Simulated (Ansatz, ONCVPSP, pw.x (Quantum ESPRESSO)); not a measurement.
pw.x on fcc Mo: one setting changed

Potential: optimised norm-conserving Vanderbilt (ONCV), ONCVPSP 4.0.1.1 (patched build), PBE; core [Ar] 3d10, reference 4s2 4p6 4d5 5s1; waves: 4s+5s: rc 1.65 bohr, ncon 4, nbas 9, qcut 9.7 1/bohr, 2 projectors; 4p: rc 1.95 bohr, ncon 5, nbas 10, qcut 6.8 1/bohr, 2 projectors, debl 3.5 Ha; 4d: rc 2.50 bohr, ncon 3, nbas 7, qcut 5.4 1/bohr, 3 projectors, debl 1 Ha; local part: polynomial inside 1.45 bohr (lpopt 5, dvloc0 0 Ha); core correction: none.

The reference run (k-mesh 14³, cutoffs 75/300 Ry, Fermi–Dirac 0.01 Ry, mixing_beta 0.4, conv_thr 1e-9, no spin) gives 1.18 GPa at 16.027 Å³/atom, where all-electron LAPW gives 0.44 GPa. This run, with its own iteration cap, changes startingwfc to random.

```
&control
  calculation='scf', prefix='x', pseudo_dir='./', outdir='./tmp', tstress=.true., disk_io='none'
/
&system
  ibrav=0, nat=1, ntyp=1, ecutwfc=75, ecutrho=300, nbnd=15,
  occupations='smearing', smearing='fd', degauss=0.01
/
&electrons
  conv_thr=1e-09, mixing_beta=0.4, electron_maxstep=50, startingwfc='random'
/
ATOMIC_SPECIES
Mo 1.0 Mo.UPF
CELL_PARAMETERS angstrom
  0.00000000 2.00112437 2.00112437
  2.00112437 0.00000000 2.00112437
  2.00112437 2.00112437 0.00000000
ATOMIC_POSITIONS crystal
Mo 0.0000 0.0000 0.0000
K_POINTS automatic
14 14 14 0 0 0
```

```bash
pw.x < Mo.scf.in > Mo.scf.out
```

**Question.** How does the run end?

**Answer.** It converges in 8 iterations; the free energy moves by +0.0 meV/atom and the pressure by +0.00 GPa. The result is that of the reference run.

```
Message from routine setup:
     using ibrav=0 with symmetry is DISCOURAGED, use correct ibrav instead
     lattice parameter (alat)  =       5.3480  a.u.
     unit-cell volume          =     108.1556 (a.u.)^3
     number of electrons       =        14.00
     number of Kohn-Sham states=           15
     kinetic-energy cutoff     =      75.0000  Ry
     charge density cutoff     =     300.0000  Ry
     scf convergence threshold =      1.0E-09
     Exchange-correlation= PBE
     number of k points=   104  Fermi-Dirac smearing, width (Ry)=  0.0100
     iteration #  1     ecut=    75.00 Ry     beta= 0.40
     total energy              =    -135.76851329 Ry
     estimated scf accuracy    <       0.10641702 Ry
     iteration #  2     ecut=    75.00 Ry     beta= 0.40
     total energy              =    -135.77253180 Ry
     estimated scf accuracy    <       0.01246123 Ry
     iteration #  3     ecut=    75.00 Ry     beta= 0.40
     total energy              =    -135.77393739 Ry
     estimated scf accuracy    <       0.00079153 Ry
     iteration #  4     ecut=    75.00 Ry     beta= 0.40
     total energy              =    -135.77397504 Ry
     estimated scf accuracy    <       0.00001332 Ry
     iteration #  5     ecut=    75.00 Ry     beta= 0.40
     total energy              =    -135.77397847 Ry
     estimated scf accuracy    <       0.00000034 Ry
     iteration #  6     ecut=    75.00 Ry     beta= 0.40
     total energy              =    -135.77397851 Ry
     estimated scf accuracy    <       0.00000002 Ry
     iteration #  7     ecut=    75.00 Ry     beta= 0.40
     total energy              =    -135.77397851 Ry
     estimated scf accuracy    <          5.0E-09 Ry
     iteration #  8     ecut=    75.00 Ry     beta= 0.40
     the Fermi energy is    20.5775 ev
!    total energy              =    -135.77397851 Ry
     estimated scf accuracy    <          4.8E-11 Ry
     smearing contrib. (-TS)   =      -0.00579381 Ry
     The total energy is F=E-TS. E is the sum of the following terms:
     one-electron contribution =     -19.04920049 Ry
     hartree contribution      =      17.67637432 Ry
     xc contribution           =     -15.57813408 Ry
     ewald contribution        =    -118.81722445 Ry
     convergence has been achieved in   8 iterations
          total   stress  (Ry/bohr**3)                   (kbar)     P=       11.82
     Message from routine punch:
     Nothing written, as per user request (disk_io='none')
```

The run took about 47 s on one core of a shared host (Neoverse-N1, 64 threads, 124 GiB, load 60).
